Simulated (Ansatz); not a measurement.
A plane-wave DFT run in Ansatz 0.2.0 (scalar-relativistic PAW potentials unless the input names others): input and command.

```yaml
crystal:
  lattice:
    - [4.2142064834, -1.53e-08, -0.000694243]
    - [-2.16e-08, 5.9597880385, -0.0002623622]
    - [-2.1073137298, -5.62398e-05, 1.2670719468]
  atoms:
    - { symbol: Ni, position: [0.0, 0.0, 0.0], spin: 0.74 }
    - { symbol: Ni, position: [0.3333333333, 0.6666666667, 0.0], spin: 0.74 }
    - { symbol: Ni, position: [0.6666666667, 0.3333333333, 0.0], spin: 0.74 }
basis:
  ecutwfc: 420
kpoints:
  mp_grid: { grid: [8, 6, 26] }
hamiltonian:
  xc: pbe
  hubbard: { sites: [{ species: Ni, l: d, u_eff: 1.0 }], double_counting: amf }
scf:
  occupations: { method: gaussian, width: 0.1 }
output:
  forces: true
  eigenvalues: true
  stress: true
magnetization:
  spin_polarized: true
```

```bash
ansatz run input.yaml --threads 4 --pin off --max-ram 8192MiB --backend cpu --events-out ev --progress --plain --runs-dir out
```

Abridged log:
```
Ni: projections on atomic orbitals take those of the free atom [Ne] 3s2 3p6 3d8 4s2, of charge +0.00 (hamiltonian.pseudopotentials.projection_atoms); the dataset's partial waves leave at most 1.6e-6 of an orbital's norm unspanned inside its sphere
Pseudopotentials: kind: paw
Pseudopotential: Ni, paw, valence charge 18, recommended cutoff 420 eV (normal)
Functional definition: PBE
Crystal: 3 atoms, lattice volume = 31.815 Å³
Basis set: ecut = 420 eV, 605 PW (Γ), exchange–correlation on 60×80×36 points (8 copies of the dense FFT grid, shifted against one another)
Bands: 34, of which v1, the nominal top of the filled ones, is band 27 counted from 1 (26 counted from 0)
Symmetry: 6 space group operations
Space group: P-1 (ITA 2), of the structure as read, at distance tolerance 3.2e-5 Å
Magnetic group: BNS 2.4 (UNI 4), of the structure as read, at distance tolerance 3.2e-5 Å
k-points: 628 of 1248
Initial density: superposition of atomic densities (chi_scale 0.1, normalization cell)
Starting moments: Σ|m| = 2.22 μB on 3 of 3 sites
Initial wavefunctions: pseudopotential atomic-orbital guess
Functional: x = pbe(κ = 0.804, μ = 0.21951497), c = pbe(β = 0.06672455)
SCF iter   1: F=—  HF=-17519.082204 eV  |F-HF|=—  |Δ(HF+E_count)|=         —  Δρ=1.79e-2 (↑1.79e-2 ↓1.76e-2) dr2=9.37e-2  dr2_m=2.45e-2  M=1.875 μB ∫|m|=1.958 μB  β_m=0.30  ethr=1.74e-4  ⟨swp⟩=1.1  Hψ=189043  notcnv=0
SCF iter   2: F=—  HF=-17519.113937 eV  |F-HF|=—  |Δ(HF+E_count)|=   3.17e-2  Δρ=1.31e-2 (↑1.24e-2 ↓1.31e-2) dr2=3.56e-2  dr2_m=1.75e-2  M=1.874 μB ∫|m|=1.990 μB  β_m=0.30  ethr=1.73e-4  ⟨swp⟩=2.8  Hψ=67672  notcnv=0
SCF iter   3: F=—  HF=-17519.131343 eV  |F-HF|=—  |Δ(HF+E_count)|=   1.74e-2  Δρ=8.07e-3 (↑8.07e-3 ↓7.36e-3) dr2=1.01e-2  dr2_m=1.20e-2  M=1.868 μB ∫|m|=2.012 μB  β_m=0.30  ethr=6.59e-5  ⟨swp⟩=2.0  Hψ=68998  notcnv=0
SCF iter   4: F=—  HF=-17519.141119 eV  |F-HF|=—  |Δ(HF+E_count)|=   9.78e-3  Δρ=5.79e-3 (↑5.79e-3 ↓5.57e-3) dr2=9.26e-4  dr2_m=9.03e-3  M=1.870 μB ∫|m|=2.036 μB  β_m=0.30  ethr=1.86e-5  ⟨swp⟩=2.5  Hψ=74305  notcnv=0
SCF iter   5: F=—  HF=-17519.148915 eV  |F-HF|=—  |Δ(HF+E_count)|=   7.80e-3  Δρ=5.62e-3 (↑4.51e-3 ↓5.62e-3) dr2=1.54e-4  dr2_m=7.44e-3  M=1.875 μB ∫|m|=2.060 μB  β_m=1.00  ethr=1.71e-6  ⟨swp⟩=2.0  Hψ=76104  notcnv=0
SCF iter   6: F=—  HF=-17519.154615 eV  |F-HF|=—  |Δ(HF+E_count)|=   5.70e-3  Δρ=2.91e-3 (↑1.15e-3 ↓2.91e-3) dr2=4.13e-4  dr2_m=1.16e-3  M=1.874 μB ∫|m|=2.105 μB  β_m=1.00  ethr=2.86e-7  ⟨swp⟩=2.0  Hψ=77267  notcnv=0
SCF iter   7: F=—  HF=-17519.157802 eV  |F-HF|=—  |Δ(HF+E_count)|=   3.19e-3  Δρ=1.90e-3 (↑2.89e-4 ↓1.90e-3) dr2=4.38e-4  dr2_m=2.73e-4  M=1.880 μB ∫|m|=2.125 μB  β_m=1.00  ethr=2.86e-7  ⟨swp⟩=2.0  Hψ=62926  notcnv=0
SCF iter   8: F=—  HF=-17519.160835 eV  |F-HF|=—  |Δ(HF+E_count)|=   3.03e-3  Δρ=1.01e-3 (↑3.00e-4 ↓1.01e-3) dr2=7.87e-5  dr2_m=1.22e-4  M=1.886 μB ∫|m|=2.137 μB  β_m=1.00  ethr=2.86e-7  ⟨swp⟩=2.0  Hψ=62111  notcnv=0  defer=2
SCF iter   9: F=—  HF=-17519.162904 eV  |F-HF|=—  |Δ(HF+E_count)|=   2.07e-3  Δρ=5.94e-4 (↑4.31e-4 ↓5.94e-4) dr2=3.23e-6  dr2_m=7.61e-5  M=1.891 μB ∫|m|=2.146 μB  β_m=0.30  ethr=1.46e-7  ⟨swp⟩=2.0  Hψ=69706  notcnv=0  defer=2
Mixer restart at iter 9: flushing history
spin-set hold released at iteration 9 (site moments contracting): the magnetisation degrees of freedom join the quasi-Newton model from the next iteration; the mixer history was flushed
SCF iter  10: F=—  HF=-17519.164510 eV  |F-HF|=—  |Δ(HF+E_count)|=   1.61e-3  Δρ=8.68e-4 (↑6.33e-4 ↓8.68e-4) dr2=6.68e-6  dr2_m=1.57e-4  M=1.896 μB ∫|m|=2.152 μB  β_m=0.53  ethr=5.98e-9  ⟨swp⟩=2.0  Hψ=77625  notcnv=0  defer=2
SCF iter  11: F=—  HF=-17519.166827 eV  |F-HF|=—  |Δ(HF+E_count)|=   2.32e-3  Δρ=9.50e-4 (↑6.84e-4 ↓9.50e-4) dr2=9.92e-6  dr2_m=1.83e-4  M=1.912 μB ∫|m|=2.176 μB  β_m=0.82  ethr=5.98e-9  ⟨swp⟩=3.0  Hψ=109604  notcnv=0  defer=2
SCF iter  12: F=—  HF=-17519.166996 eV  |F-HF|=—  |Δ(HF+E_count)|=   1.70e-4  Δρ=4.07e-4 (↑4.07e-4 ↓3.85e-4) dr2=1.05e-4  dr2_m=3.25e-7  M=1.920 μB ∫|m|=2.189 μB  β_m=0.64  ethr=5.98e-9  ⟨swp⟩=2.7  Hψ=86302  notcnv=0  defer=2
SCF iter  13: F=—  HF=-17519.166985 eV  |F-HF|=—  |Δ(HF+E_count)|=   1.15e-5  Δρ=3.87e-4 (↑1.68e-4 ↓3.87e-4) dr2=5.18e-5  dr2_m=3.70e-6  M=1.921 μB ∫|m|=2.190 μB  β_m=0.49  ethr=5.98e-9  ⟨swp⟩=3.1  Hψ=88886  notcnv=0  defer=2
SCF iter  14: F=—  HF=-17519.166976 eV  |F-HF|=—  |Δ(HF+E_count)|=   8.56e-6  Δρ=1.77e-4 (↑6.32e-5 ↓1.77e-4) dr2=9.54e-6  dr2_m=1.01e-6  M=1.921 μB ∫|m|=2.190 μB  β_m=0.75  ethr=5.98e-9  ⟨swp⟩=2.0  Hψ=72918  notcnv=0  defer=2
SCF iter  15: F=—  HF=-17519.166975 eV  |F-HF|=—  |Δ(HF+E_count)|=   1.55e-6  Δρ=4.20e-5 (↑1.53e-5 ↓4.20e-5) dr2=5.24e-7  dr2_m=5.79e-8  M=1.921 μB ∫|m|=2.191 μB  β_m=0.68  ethr=5.98e-9  ⟨swp⟩=2.0  Hψ=59275  notcnv=0  defer=2
SCF iter  16: F=-17519.166975 eV  HF=-17519.166975 eV  |F-HF|=5.13e-9  |Δ(HF+E_count)|=   8.31e-8  Δρ=5.08e-6 (↑1.81e-6 ↓5.08e-6) dr2=6.67e-9  dr2_m=1.36e-9  M=1.921 μB ∫|m|=2.191 μB  ethr=1.85e-10  ⟨swp⟩=4.2  Hψ=173368  notcnv=0
SCF 1 converged in 16 iterations: F = -17519.166975 eV  dr2 = 6.67e-9
SCF converged after 16 iterations
Magnetization: 1.9205 μB (27.9603 up, 26.0397 down)
Absolute magnetization: 2.1932 μB (∫|ρ↑−ρ↓|, with the PAW one-centre terms)
Spin contamination: 0.0235 ħ² per cell (⟨S²⟩ above its minimum at these occupations)
Per-site moments (μB) at R_I (Å): [(0.67976116, 1.00364272), (0.67976116, 1.00364272), (0.67976116, 1.00364272)]
Free energy (F): -17519.166975 eV
Harris-Foulkes:  -17519.166975 eV  (|F-HF|=5.13e-9)
Internal energy: -17519.144475 eV  (E = F + TS)
E sigma→0 (E₀):  -17519.155725 eV
Entropy (-TS):   -0.022499 eV (-7.500 meV/atom)
Fermi energy:    18.796640 eV
DFT+U double counting: amf (around mean field; hamiltonian.hubbard.double_counting)
--- Forces (eV/Å), atoms counted from 1 ---
  atom   1  Ni     0.00000000     0.00000000     0.00000000
  atom   2  Ni     0.00000000     0.00000000     0.00000000
  atom   3  Ni     0.00000000     0.00000000     0.00000000
--- Stress (GPa, compression-positive) ---
        8.522891      -1.703347      -0.017042
       -1.703346       9.559452      -0.003524
       -0.017050      -0.003530       0.512428
  P = ⅓ Tr σ = 6.1983 GPa (61.983 kbar)
Occupation matrices written to <dir>
```

Apart from outputs and empty bands, the input differs from a reference run on usual settings in hamiltonian.hubbard: not typed → {"sites": [{"species": "Ni", "l": "d", "u_eff": 1.0}], "double_counting": "amf"}. The reference, at the same geometry (not necessarily relaxed), gave pressure 5.96 GPa, largest force 0.000 eV/Å, no gap on the mesh. This run converged in 16 SCF iterations (reference: 11) with an energy at zero smearing 10.70 meV/atom below the reference's (the Hamiltonian itself differs), pressure 6.20 GPa, largest force 0.000 eV/Å, no gap on the mesh.

Time: 58 s on 4 threads of Arm Neoverse V1, on a shared host, peak memory 1.5 GiB.